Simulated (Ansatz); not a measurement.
**Sn: pressure against volume, part 1 of 2**

How stiff is Sn, and at what volume does the pressure vanish? The cell is scaled evenly, atoms carried along, and solved with LAPW, PAW and all-electron datasets made for the crystal.

Program: Ansatz 0.2.0. Level of theory: DFT PBEsol, scalar-relativistic. These are calculated values, not measurements.

### 1 Starting point

Symmetry: Fd-3m, No. 227, cubic system. Conventional cell: a = 6.491 Å, b = 6.491 Å, c = 6.491 Å, α = 90.00°, β = 90.00°, γ = 90.00°. Sn (site symmetry -43m) has 4 Sn at 2.81 Å as nearest neighbours.

Coordinates:

```xyz
2
Lattice="0.0000 3.2456 3.2456 3.2456 0.0000 3.2456 3.2456 3.2456 0.0000" Properties=species:S:1:pos:R:3 pbc="T T T"
Sn    3.2456    3.2456    3.2456
Sn    4.8684    4.8684    4.8684
```

Structure: COD 9008568, as refined from experiment and not relaxed.

Atoms are numbered in the order of the input: Sn1, Sn2.

### 2 Volume × 0.94, LAPW

The input, input.yaml:

```yaml
crystal:
  lattice:
    - [0.0, 3.1793446744, 3.1793446744]
    - [3.1793446744, 0.0, 3.1793446744]
    - [3.1793446744, 3.1793446744, 0.0]
  atoms:
    - { symbol: Sn, position: [0.5, 0.5, 0.5] }
    - { symbol: Sn, position: [0.75, 0.75, 0.75] }
kpoints:
  mp_grid: { grid: [11, 11, 11] }
  band_path:
    path:
      - [0.0, 0.0, 0.0]
      - [0.5, 0.0, 0.5]
      - [0.625, 0.25, 0.625]
      - [0.375, 0.375, 0.75]
      - [0.0, 0.0, 0.0]
      - [0.5, 0.5, 0.5]
      - [0.5, 0.25, 0.75]
      - [0.5, 0.0, 0.5]
    npoints: 5
scf:
  occupations: { method: fermi_dirac, width: 0.05 }
hamiltonian:
  xc: pbesol
  pseudopotentials: { kind: all_electron, lapw: { basis_error: 0.001 } }
output:
  forces: true
  stress: true
  eigenvalues: true
```

Launch:

```sh
ansatz run input.yaml --threads 1 --pin off --max-ram 3072MiB --backend cpu --events-out ev --progress --plain --runs-dir out
```

What it wrote (excerpt; [...] marks lines left out):

```text
LAPW: plane waves up to 8.382 Å⁻¹, error target 1.0e-3 eV per atom; small_component_spin mean_spin; Sn in spheres of 1.377 Å, 22 of its electrons in bands, Dirac shells []
[...]
Pseudopotentials: kind: all_electron
Pseudopotential: Sn, LAPW, valence charge 22, Koelling and Harmon's equation, gaussian nucleus
Functional definition: PBEsol
[...]
Crystal: 2 atoms, lattice volume = 64.275 Å³
Basis set: ecut = 267.6730040701318 eV, 609 PW (Γ), exchange–correlation at level 2
Bands: 27, of which v1, the nominal top of the filled ones, is band 22 counted from 1 (21 counted from 0)
Symmetry: 48 space group operations
Space group: Fd-3m (ITA 227), of the structure as read, at distance tolerance 4.0e-5 Å
k-points: 56 of 1331
[...]
SCF iter   1: F=—  HF=-336030.020921 eV  |F-HF|=—  |Δ(HF+E_count)|=         —  Δρ=1.97e-2  dr2=3.09e-1  ethr=6.96e-4  ⟨swp⟩=2.7  Hψ=9754  notcnv=0
[...]
the basis was enlarged: its passes take 190.2 KiB over the memory plan, 1 of 1 planned eigensolver slots
SCF iter   6: F=-336029.932135 eV  HF=-336029.932135 eV  |F-HF|=1.52e-7  |Δ(HF+E_count)|=   2.36e-6  Δρ=9.55e-6  dr2=8.92e-8  ethr=1.59e-8  ⟨swp⟩=3.0  Hψ=4410  notcnv=0
[...]
NSCF: frozen V_eff on 36 k-points
SCF converged after 6 iterations
Free energy (F): -336029.932135 eV
[...]
E sigma→0 (E₀):  -336029.931575 eV
Entropy (-TS):   -0.001120 eV (-0.560 meV/atom)
Fermi energy:    11.011953 eV
[...]
--- Forces (eV/Å), atoms counted from 1 ---
  atom   1  Sn     0.00000000    -0.00000000    -0.00000000
  atom   2  Sn     0.00000000    -0.00000000     0.00000000
[...]
--- Stress (GPa, compression-positive) ---
        4.300935       0.000000       0.000000
        0.000000       4.300935       0.000000
        0.000000       0.000000       4.300935
  P = ⅓ Tr σ = 4.3009 GPa (43.009 kbar)
--- Band table (eV; the first three rows and the last of 56) ---
[...]
```

Wall time 11 s (1 thread of Intel Xeon 6975P-C (Granite Rapids), shared host); peak memory 0.4 GiB.

Read from it: pressure 4.30 GPa; no gap.

### 3 Volume × 0.94, PAW

The input, input.yaml:

```yaml
crystal:
  lattice:
    - [0.0, 3.1793446744, 3.1793446744]
    - [3.1793446744, 0.0, 3.1793446744]
    - [3.1793446744, 3.1793446744, 0.0]
  atoms:
    - { symbol: Sn, position: [0.5, 0.5, 0.5] }
    - { symbol: Sn, position: [0.75, 0.75, 0.75] }
kpoints:
  mp_grid: { grid: [11, 11, 11] }
scf:
  occupations: { method: fermi_dirac, width: 0.05 }
hamiltonian:
  xc: pbesol
  pseudopotentials: { kind: paw }
output:
  forces: true
  stress: true
  eigenvalues: true
  efg: { contact_densities: true }
  write_density: true
  write_potential: true
  elf: true
  volumetric_format: npy
```

Launch:

```sh
ansatz run input.yaml --threads 1 --pin off --max-ram 3072MiB --backend cpu --events-out ev --progress --plain --runs-dir out
```

What it wrote (excerpt; [...] marks lines left out):

```text
Sn: output.efg is read without spin–orbit coupling, which moves field gradients at and beside such atoms by some per cent and up to a factor of two; PAW files take it under magnetization.noncollinear and magnetization.spin_orbit
[...]
Pseudopotentials: kind: paw
Pseudopotential: Sn, paw, valence charge 14, recommended cutoff 420 eV (normal)
[... 1 set-up line as earlier in the session ...]
[...]
Crystal: 2 atoms, lattice volume = 64.275 Å³
Basis set: ecut = 420 eV, 1243 PW (Γ), exchange–correlation on 64×64×64 points (8 copies of the dense FFT grid, shifted against one another)
Bands: 18, of which v1, the nominal top of the filled ones, is band 14 counted from 1 (13 counted from 0)
[... 2 set-up lines as earlier in the session ...]
k-points: 56 of 1331
[...]
  atom   1  Sn     0.00000000     0.00000000     0.00000000
  atom   2  Sn     0.00000000    -0.00000000     0.00000000
[...]
--- Stress (GPa, compression-positive) ---
        4.301288       0.000000       0.000000
       -0.000000       4.301288       0.000000
       -0.000000       0.000000       4.301288
  P = ⅓ Tr σ = 4.3013 GPa (43.013 kbar)
--- PAW observables at the nuclei: V_zz in 10²¹ V/m², potentials from the cell's mean, atoms counted from 1 ---
  atom   1  Sn V_zz =    +0.000000   η = 0.0000   by run symmetry: forbidden
            electrostatic potential = -8171.645819 V   contact ρ = 1234581.799169 e/Å³
  atom   2  Sn V_zz =    +0.000000   η = 0.0000   by run symmetry: forbidden
            electrostatic potential = -8171.645819 V   contact ρ = 1234581.799169 e/Å³
--- Band table (eV; the first three rows and the last of 56) ---
  k-point 0: bands = ["-13.2832", "-13.2832", "-13.2832", "-13.2132", "-13.2132", "-12.8479", "-12.8479", "-12.8479", "-12.8304", "-12.8304", "-2.5782", "8.2187", "8.5667", "8.5667", "8.5667", "10.6331", "10.6331", "10.6331"]
[...]
```

Run time: 3 s. Hardware: 1 thread of Intel Xeon 6975P-C (Granite Rapids), shared host; peak memory 0.43 GiB.

This run gives: pressure 4.30 GPa; no gap.

### 4 Volume × 0.94, crystal datasets

input.yaml: that of step 3 with these lines changed.

```diff
@@ -14,3 +14,3 @@
   xc: pbesol
-  pseudopotentials: { kind: paw }
+  pseudopotentials: { kind: all_electron, datasets: crystal }
 output:
@@ -20,5 +20 @@
   efg: { contact_densities: true }
-  write_density: true
-  write_potential: true
-  elf: true
-  volumetric_format: npy
```

Launch:

```sh
ansatz run input.yaml --threads 1 --pin off --max-ram 3072MiB --backend cpu --events-out ev --progress --plain --runs-dir out
```

What it wrote (excerpt; [...] marks lines left out):

```text
[...]
band count auto-derived: 19 (N_el = 28.0; filled up to band 14; 18 by the electrons, moments and atoms)
Sn: output.efg is read without spin–orbit coupling, which moves field gradients at and beside such atoms by some per cent and up to a factor of two; PAW files take it under magnetization.noncollinear and magnetization.spin_orbit
[...]
[... 1 set-up line as earlier in the session ...]
Pseudopotential: Sn, paw, valence charge 14, recommended cutoff 240 eV (normal), Koelling and Harmon's equation, gaussian nucleus
[... 1 set-up line as earlier in the session ...]
[...]
Crystal: 2 atoms, lattice volume = 64.275 Å³
Basis set: ecut = 240 eV, 537 PW (Γ), exchange–correlation on 48×48×48 points (8 copies of the dense FFT grid, shifted against one another)
Bands: 19, of which v1, the nominal top of the filled ones, is band 14 counted from 1 (13 counted from 0)
[... 1 set-up line as earlier in the session ...]
[...]
  atom   1  Sn    -0.00000000    -0.00000000     0.00000000
  atom   2  Sn    -0.00000000    -0.00000000     0.00000000
[...]
--- Stress (GPa, compression-positive) ---
        4.300099      -0.000000      -0.000000
       -0.000000       4.300099      -0.000000
       -0.000000      -0.000000       4.300099
  P = ⅓ Tr σ = 4.3001 GPa (43.001 kbar)
--- PAW observables at the nuclei: V_zz in 10²¹ V/m², potentials from the cell's mean, atoms counted from 1 ---
  atom   1  Sn V_zz =    +0.000000   η = 0.0000   by run symmetry: forbidden
            electrostatic potential = -8169.697886 V   contact ρ = 1234481.704121 e/Å³
  atom   2  Sn V_zz =    -0.000000   η = 0.0000   by run symmetry: forbidden
            electrostatic potential = -8169.697886 V   contact ρ = 1234481.704121 e/Å³
--- Band table (eV; the first three rows and the last of 56) ---
  k-point 0: bands = ["-10.7862", "-10.7862", "-10.7862", "-10.7162", "-10.7162", "-10.3508", "-10.3508", "-10.3508", "-10.3332", "-10.3332", "-0.0828", "10.7144", "11.0621", "11.0621", "11.0621", "13.1282", "13.1282"]
[...]
```

Wall time 4.7 s (1 thread of Intel Xeon 6975P-C (Granite Rapids), shared host); peak memory 0.45 GiB.

In short: pressure 4.30 GPa; no gap.

### 5 Volume × 0.98, LAPW

The input, input.yaml:

```yaml
crystal:
  lattice:
    - [0.0, 3.2238167933, 3.2238167933]
    - [3.2238167933, 0.0, 3.2238167933]
    - [3.2238167933, 3.2238167933, 0.0]
  atoms:
    - { symbol: Sn, position: [0.5, 0.5, 0.5] }
    - { symbol: Sn, position: [0.75, 0.75, 0.75] }
kpoints:
  mp_grid: { grid: [11, 11, 11] }
  band_path:
    path:
      - [0.0, 0.0, 0.0]
      - [0.5, 0.0, 0.5]
      - [0.625, 0.25, 0.625]
      - [0.375, 0.375, 0.75]
      - [0.0, 0.0, 0.0]
      - [0.5, 0.5, 0.5]
      - [0.5, 0.25, 0.75]
      - [0.5, 0.0, 0.5]
    npoints: 5
scf:
  occupations: { method: fermi_dirac, width: 0.05 }
hamiltonian:
  xc: pbesol
  pseudopotentials: { kind: all_electron, lapw: { basis_error: 0.001 } }
output:
  forces: true
  stress: true
  eigenvalues: true
```

Launch:

```sh
ansatz run input.yaml --threads 1 --pin off --max-ram 3072MiB --backend cpu --events-out ev --progress --plain --runs-dir out
```

What it wrote (excerpt; [...] marks lines left out):

```text
LAPW: plane waves up to 8.240 Å⁻¹, error target 1.0e-3 eV per atom; small_component_spin mean_spin; Sn in spheres of 1.396 Å, 22 of its electrons in bands, Dirac shells []
[...]
[... 3 set-up lines as earlier in the session ...]
[...]
Crystal: 2 atoms, lattice volume = 67.010 Å³
Basis set: ecut = 258.6836995013626 eV, 609 PW (Γ), exchange–correlation at level 2
Bands: 27, of which v1, the nominal top of the filled ones, is band 22 counted from 1 (21 counted from 0)
[... 1 set-up line as earlier in the session ...]
Space group: Fd-3m (ITA 227), of the structure as read, at distance tolerance 4.1e-5 Å
k-points: 56 of 1331
[...]
SCF iter   1: F=—  HF=-336030.065390 eV  |F-HF|=—  |Δ(HF+E_count)|=         —  Δρ=1.87e-2  dr2=2.90e-1  ethr=6.54e-4  ⟨swp⟩=2.8  Hψ=9756  notcnv=0
[...]
the basis was enlarged: its passes take 189.0 KiB over the memory plan, 1 of 1 planned eigensolver slots
[...]
SCF iter   6: F=-336029.984852 eV  HF=-336029.984852 eV  |F-HF|=1.64e-8  |Δ(HF+E_count)|=   1.18e-6  Δρ=3.63e-6  dr2=8.98e-9  ethr=1.45e-9  ⟨swp⟩=3.0  Hψ=4430  notcnv=0
[...]
NSCF: frozen V_eff on 36 k-points
SCF converged after 6 iterations
Free energy (F): -336029.984852 eV
[...]
E sigma→0 (E₀):  -336029.984038 eV
Entropy (-TS):   -0.001629 eV (-0.814 meV/atom)
Fermi energy:    10.319443 eV
[...]
--- Forces (eV/Å), atoms counted from 1 ---
  atom   1  Sn    -0.00000000     0.00000000    -0.00000000
  atom   2  Sn    -0.00000000    -0.00000000    -0.00000000
[...]
--- Stress (GPa, compression-positive) ---
        1.970559      -0.000000       0.000000
       -0.000000       1.970559       0.000000
        0.000000       0.000000       1.970559
  P = ⅓ Tr σ = 1.9706 GPa (19.706 kbar)
--- Band table (eV; the first three rows and the last of 56) ---
[...]
```

Run time: 11 s. Hardware: 1 thread of Intel Xeon 6975P-C (Granite Rapids), shared host; peak memory 0.41 GiB.

In short: pressure 1.97 GPa; no gap.

### 6 Volume × 0.98, PAW

The input, input.yaml:

```yaml
crystal:
  lattice:
    - [0.0, 3.2238167933, 3.2238167933]
    - [3.2238167933, 0.0, 3.2238167933]
    - [3.2238167933, 3.2238167933, 0.0]
  atoms:
    - { symbol: Sn, position: [0.5, 0.5, 0.5] }
    - { symbol: Sn, position: [0.75, 0.75, 0.75] }
kpoints:
  mp_grid: { grid: [11, 11, 11] }
scf:
  occupations: { method: fermi_dirac, width: 0.05 }
hamiltonian:
  xc: pbesol
  pseudopotentials: { kind: paw }
output:
  forces: true
  stress: true
  eigenvalues: true
  efg: { contact_densities: true }
  write_density: true
  write_potential: true
  elf: true
  volumetric_format: npy
```

Launch:

```sh
ansatz run input.yaml --threads 1 --pin off --max-ram 3072MiB --backend cpu --events-out ev --progress --plain --runs-dir out
```

What it wrote (excerpt; [...] marks lines left out):

```text
Sn: output.efg is read without spin–orbit coupling, which moves field gradients at and beside such atoms by some per cent and up to a factor of two; PAW files take it under magnetization.noncollinear and magnetization.spin_orbit
[...]
[... 3 set-up lines as earlier in the session ...]
[...]
Crystal: 2 atoms, lattice volume = 67.010 Å³
Basis set: ecut = 420 eV, 1363 PW (Γ), exchange–correlation on 64×64×64 points (8 copies of the dense FFT grid, shifted against one another)
Bands: 18, of which v1, the nominal top of the filled ones, is band 14 counted from 1 (13 counted from 0)
[... 2 set-up lines as earlier in the session ...]
k-points: 56 of 1331
[...]
  atom   1  Sn    -0.00000000    -0.00000000    -0.00000000
  atom   2  Sn     0.00000000     0.00000000     0.00000000
[...]
--- Stress (GPa, compression-positive) ---
        1.970921       0.000000       0.000000
        0.000000       1.970921       0.000000
        0.000000       0.000000       1.970921
  P = ⅓ Tr σ = 1.9709 GPa (19.709 kbar)
--- PAW observables at the nuclei: V_zz in 10²¹ V/m², potentials from the cell's mean, atoms counted from 1 ---
  atom   1  Sn V_zz =    +0.000000   η = 0.0000   by run symmetry: forbidden
            electrostatic potential = -8171.024730 V   contact ρ = 1234585.589409 e/Å³
  atom   2  Sn V_zz =    +0.000000   η = 0.0000   by run symmetry: forbidden
            electrostatic potential = -8171.024730 V   contact ρ = 1234585.589409 e/Å³
--- Band table (eV; the first three rows and the last of 56) ---
  k-point 0: bands = ["-13.7406", "-13.7406", "-13.7406", "-13.6769", "-13.6769", "-13.3494", "-13.3494", "-13.3494", "-13.3376", "-13.3376", "-2.8374", "7.3685", "8.0119", "8.0119", "8.0119", "10.0773", "10.0773", "10.0773"]
[...]
```

It took 3.1 s on 1 thread of Intel Xeon 6975P-C (Granite Rapids), shared host; peak memory 0.43 GiB.

This run gives: pressure 1.97 GPa; no gap.

### 7 Volume × 0.98, crystal datasets

input.yaml: that of step 6 with these lines changed.

```diff
@@ -14,3 +14,3 @@
   xc: pbesol
-  pseudopotentials: { kind: paw }
+  pseudopotentials: { kind: all_electron, datasets: crystal }
 output:
@@ -20,5 +20 @@
   efg: { contact_densities: true }
-  write_density: true
-  write_potential: true
-  elf: true
-  volumetric_format: npy
```

Launch:

```sh
ansatz run input.yaml --threads 1 --pin off --max-ram 3072MiB --backend cpu --events-out ev --progress --plain --runs-dir out
```

What it wrote (excerpt; [...] marks lines left out):

```text
[...]
band count auto-derived: 19 (N_el = 28.0; filled up to band 14; 18 by the electrons, moments and atoms)
Sn: output.efg is read without spin–orbit coupling, which moves field gradients at and beside such atoms by some per cent and up to a factor of two; PAW files take it under magnetization.noncollinear and magnetization.spin_orbit
[...]
[... 3 set-up lines as earlier in the session ...]
[...]
Crystal: 2 atoms, lattice volume = 67.010 Å³
Basis set: ecut = 240 eV, 537 PW (Γ), exchange–correlation on 48×48×48 points (8 copies of the dense FFT grid, shifted against one another)
Bands: 19, of which v1, the nominal top of the filled ones, is band 14 counted from 1 (13 counted from 0)
[... 1 set-up line as earlier in the session ...]
[...]
  atom   1  Sn    -0.00000000    -0.00000000     0.00000000
  atom   2  Sn    -0.00000000    -0.00000000     0.00000000
[...]
--- Stress (GPa, compression-positive) ---
        1.969847       0.000000      -0.000000
        0.000000       1.969847       0.000000
        0.000000       0.000000       1.969847
  P = ⅓ Tr σ = 1.9698 GPa (19.698 kbar)
--- PAW observables at the nuclei: V_zz in 10²¹ V/m², potentials from the cell's mean, atoms counted from 1 ---
  atom   1  Sn V_zz =    +0.000000   η = 0.0000   by run symmetry: forbidden
            electrostatic potential = -8169.085141 V   contact ρ = 1234485.250481 e/Å³
  atom   2  Sn V_zz =    +0.000000   η = 0.0000   by run symmetry: forbidden
            electrostatic potential = -8169.085141 V   contact ρ = 1234485.250481 e/Å³
--- Band table (eV; the first three rows and the last of 56) ---
  k-point 0: bands = ["-11.3456", "-11.3456", "-11.3456", "-11.2818", "-11.2818", "-10.9542", "-10.9542", "-10.9542", "-10.9424", "-10.9424", "-0.4444", "9.7620", "10.4049", "10.4049", "10.4049", "12.4701", "12.4701"]
[...]
```

It took 4.7 s on 1 thread of Intel Xeon 6975P-C (Granite Rapids), shared host; peak memory 0.42 GiB.

In short: pressure 1.97 GPa; no gap.

### 8 Volume × 1.01, LAPW

The input, input.yaml:

```yaml
crystal:
  lattice:
    - [0.0, 3.2563828035, 3.2563828035]
    - [3.2563828035, 0.0, 3.2563828035]
    - [3.2563828035, 3.2563828035, 0.0]
  atoms:
    - { symbol: Sn, position: [0.5, 0.5, 0.5] }
    - { symbol: Sn, position: [0.75, 0.75, 0.75] }
kpoints:
  mp_grid: { grid: [11, 11, 11] }
  band_path:
    path:
      - [0.0, 0.0, 0.0]
      - [0.5, 0.0, 0.5]
      - [0.625, 0.25, 0.625]
      - [0.375, 0.375, 0.75]
      - [0.0, 0.0, 0.0]
      - [0.5, 0.5, 0.5]
      - [0.5, 0.25, 0.75]
      - [0.5, 0.0, 0.5]
    npoints: 5
scf:
  occupations: { method: fermi_dirac, width: 0.05 }
hamiltonian:
  xc: pbesol
  pseudopotentials: { kind: all_electron, lapw: { basis_error: 0.001 } }
output:
  forces: true
  stress: true
  eigenvalues: true
```

Launch:

```sh
ansatz run input.yaml --threads 1 --pin off --max-ram 3072MiB --backend cpu --events-out ev --progress --plain --runs-dir out
```

What it wrote (excerpt; [...] marks lines left out):

```text
LAPW: plane waves up to 8.138 Å⁻¹, error target 1.0e-3 eV per atom; small_component_spin mean_spin; Sn in spheres of 1.410 Å, 22 of its electrons in bands, Dirac shells []
[...]
[... 3 set-up lines as earlier in the session ...]
[...]
Crystal: 2 atoms, lattice volume = 69.062 Å³
Basis set: ecut = 252.34249571603328 eV, 609 PW (Γ), exchange–correlation at level 2
Bands: 27, of which v1, the nominal top of the filled ones, is band 22 counted from 1 (21 counted from 0)
[... 2 set-up lines as earlier in the session ...]
k-points: 56 of 1331
[...]
SCF iter   1: F=—  HF=-336030.075380 eV  |F-HF|=—  |Δ(HF+E_count)|=         —  Δρ=1.79e-2  dr2=2.76e-1  ethr=6.22e-4  ⟨swp⟩=2.9  Hψ=9771  notcnv=0
[...]
the basis was enlarged: its passes take 82.8 KiB over the memory plan, 1 of 1 planned eigensolver slots
[...]
SCF iter   8: F=-336030.000669 eV  HF=-336030.000669 eV  |F-HF|=4.57e-7  |Δ(HF+E_count)|=   3.98e-6  Δρ=1.25e-5  dr2=7.43e-8  ethr=2.15e-9  ⟨swp⟩=3.0  Hψ=4434  notcnv=0
[...]
NSCF: frozen V_eff on 36 k-points
SCF converged after 8 iterations
Free energy (F): -336030.000669 eV
[...]
E sigma→0 (E₀):  -336029.999702 eV
Entropy (-TS):   -0.001933 eV (-0.967 meV/atom)
Fermi energy:    9.842706 eV
[...]
--- Forces (eV/Å), atoms counted from 1 ---
  atom   1  Sn    -0.00000000     0.00000000    -0.00000000
  atom   2  Sn     0.00000000     0.00000000    -0.00000000
[...]
--- Stress (GPa, compression-positive) ---
        0.546567       0.000000      -0.000000
        0.000000       0.546567      -0.000000
       -0.000000      -0.000000       0.546567
  P = ⅓ Tr σ = 0.5466 GPa (5.466 kbar)
--- Band table (eV; the first three rows and the last of 56) ---
[...]
```

Wall time 12 s (1 thread of Intel Xeon 6975P-C (Granite Rapids), shared host); peak memory 0.41 GiB.

This run gives: pressure 0.55 GPa; no gap.

(Continued in part 2 of 2.)
